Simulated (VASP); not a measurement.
**Si: relaxation of shape and atoms at fixed volume with PBE**

Si:

```
Si
1.0
     2.59248    0.00000    0.00000
    -1.29624    2.24516    0.00000
     0.00000    0.00000    4.98774
Si
2
Direct
  0.33333 0.66667 0.25000
  0.66667 0.33333 0.75000
```

This isn't the form of Si at room conditions, which is diamond.

The cell isn't the ideal one: a relaxed cell with its volume scaled by 0.98.

```
Program                : VASP 6.6.1
Task                   : relaxation of shape and atoms at fixed volume
Functional             : PBE
Potentials or basis    : VASP PAW PBE potentials, release 64 (Si)
Cutoff                 : 300 eV
k mesh                 : 6 × 6 × 3
Occupations            : gaussian, width 0.03 eV
Spin                   : no spin polarisation
Further INCAR settings : ALGO = Fast; EDIFF = 1e-07; IBRION = 2; EDIFFG = -0.01; NSW = 40; ISIF = 4
```

| Quantity | Value |
| --- | --- |
| Energy gained by relaxing | 0.2 meV/atom |
| Ionic steps | 3 |
| Pressure after relaxing | 0.3 GPa |
| Band gap on the k mesh | none (metal or under the smearing width) |

The path:
```
step  energy change (eV)  largest force (eV/Å)  pressure (GPa)
   1              0.0000                0.0000            0.47
   2             -0.0003                0.0000            0.37
   3             -0.0004                0.0000            0.30
```

Final structure:
```cif
data_structure
_symmetry_space_group_name_H-M 'P 1'
_symmetry_Int_Tables_number 1
_cell_length_a 2.5854
_cell_length_b 2.5854
_cell_length_c 5.0151
_cell_angle_alpha 90.000
_cell_angle_beta 90.000
_cell_angle_gamma 120.000
_cell_volume 29.03
loop_
_atom_site_label
_atom_site_type_symbol
_atom_site_fract_x
_atom_site_fract_y
_atom_site_fract_z
_atom_site_occupancy
Si1 Si 0.33333 0.66667 0.25000 1
Si2 Si 0.66667 0.33333 0.75000 1
```

Levels at points of the mesh, in eV from the Fermi level:
```tsv
k point	band 1	band 2	band 3	band 4	band 5	band 6	band 7	band 8
(0.00, 0.00, 0.00)	-14.97	-10.39	-7.98	6.07	7.61	10.65	10.65	11.48
(0.50, 0.00, 0.00)	-7.97	-7.71	-3.67	-3.11	-1.69	-0.33	4.86	6.80
```

Run time: 4.8 s on 1 thread of Intel(R) Xeon(R) Platinum 8259CL CPU @ 2.50GHz (Skylake/Cascade Lake) (shared host), peak memory 0.11 GiB.

Caveat: the k mesh is coarse (spacing up to 0.47 Å⁻¹), so the values aren't converged; the cutoff is under 1.25 times the usual one of these potentials, so pressure, stress and relaxed cells hold a basis-set (Pulay) error.
